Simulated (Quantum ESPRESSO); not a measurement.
Crystal: ZnSe (Stilleite).

```
CELL_PARAMETERS angstrom
0.00000 2.83380 2.83380
2.83380 0.00000 2.83380
2.83380 2.83380 0.00000
ATOMIC_POSITIONS crystal
Se 0.75000 0.75000 0.75000
Zn 0.00000 0.00000 0.00000
```

| Property | Result |
| --- | --- |
| Program | Quantum ESPRESSO 7.5 |
| Task | phonons |
| Functional | PBE |
| Potentials or basis | SG15 PBE 1.2 |
| Cutoff | 952 eV |
| Density cutoff | 3810 eV |
| k mesh | 6 × 6 × 6, shifted |
| Occupations | fermi-dirac, width 0.05 eV |
| Spin | no spin polarisation |
| Mixing beta | 0.5 |
| Most SCF iterations | 120 |
| SCF threshold | 4e-10 Ry |

The cell and the atoms were relaxed first, to 23.56 Å³/atom (a = 4.054 Å, b = 4.054 Å, c = 4.054 Å, α = 60.00°, β = 60.00°, γ = 60.00°), and the response was taken there.

The first run showed a gap, so the response started from a second, tighter run with fixed occupations.

Task: Which optical modes does the crystal have at the zone centre, and which show in infrared and Raman spectra?

Result: The optical modes are T2. Infrared active: T2. Raman active: T2.

Optical modes at Γ, degenerate ones joined, polar ones without the macroscopic field:
| cm⁻¹ | components | symmetry | active in | IR intensity, summed ((D/Å)²/amu) |
| --- | --- | --- | --- | --- |
| 196 | 3 | T2 | IR and Raman | 8.61 |

Zone-centre frequencies without and with the macroscopic field along z (cm⁻¹):
```
                optical modes in rising order
       without                    196 196 196
with the field                    196 196 236
```

Born effective charge tensors (e):
atom 1, Se
```
-2.11  0.00  0.00
 0.00 -2.11  0.00
 0.00  0.00 -2.11
```
atom 2, Zn
```
2.11 0.00 0.00
0.00 2.11 0.00
0.00 0.00 2.11
```

Electronic dielectric tensor:
```
7.42 0.00 0.00
0.00 7.42 0.00
0.00 0.00 7.42
```

Static dielectric tensor, electrons and zone-centre modes:
```
10.80  0.00  0.00
 0.00 10.80  0.00
 0.00  0.00 10.80
```
